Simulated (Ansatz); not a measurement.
**What DFT gives for MnSi**

```
CELL_PARAMETERS angstrom
5.23197 0.00000 0.00000
0.00000 3.25058 0.00000
0.00000 0.00000 5.81087
ATOMIC_POSITIONS crystal
Mn 0.01500 0.25000 0.20000
Mn 0.48500 0.75000 0.70000
Mn 0.51500 0.25000 0.30000
Mn 0.98500 0.75000 0.80000
Si 0.20000 0.25000 0.57000
Si 0.30000 0.75000 0.07000
Si 0.70000 0.25000 0.93000
Si 0.80000 0.75000 0.43000
```

The numbers come from plane-wave PAW DFT (Ansatz): r2SCAN, with U = 7.53 eV and J = 0.44 eV on Mn d (all-electron-ortho-atomic projectors), no spin polarisation, 500 eV, 7×10×6 Γ-centred k points, fermi-dirac occupations (width 0.1 eV). Nothing was relaxed.

Task: Where is the largest force?

Result: The largest is on Si5 (and as large on other atoms): 1.47 eV/Å, components (-1.06, 0.00, 1.03). It makes 179° with the line to a nearest neighbour, Mn3 at 2.28 Å, pointing away from it.

Task: Metal or insulator?

Result: It is a metal, with about 1.8 states/eV a cell as the mean within 0.25 eV of the Fermi level, mostly Mn d (57 %) and Si p (29 %).

Task: Is the cell too large or too small?

Result: The pressure is 27.9 GPa (compression positive), so with the atoms held at these fractions the cell would first expand; the forces are large, so a full relaxation may end otherwise. The principal stresses 11.8, 26.3, 45.7 GPa differ, so its shape would change too.

Task: Which element gives electrons and which takes them?

Result: Bader charges in e: Mn -0.01, Si +0.01. In the mean Si gives up most and Mn takes most.

Origin: a known structure type with other elements, at an estimated volume, so it need not be a known compound. Caveats: no spin polarisation, so a magnetic state may lie lower; atoms or cell far from equilibrium.
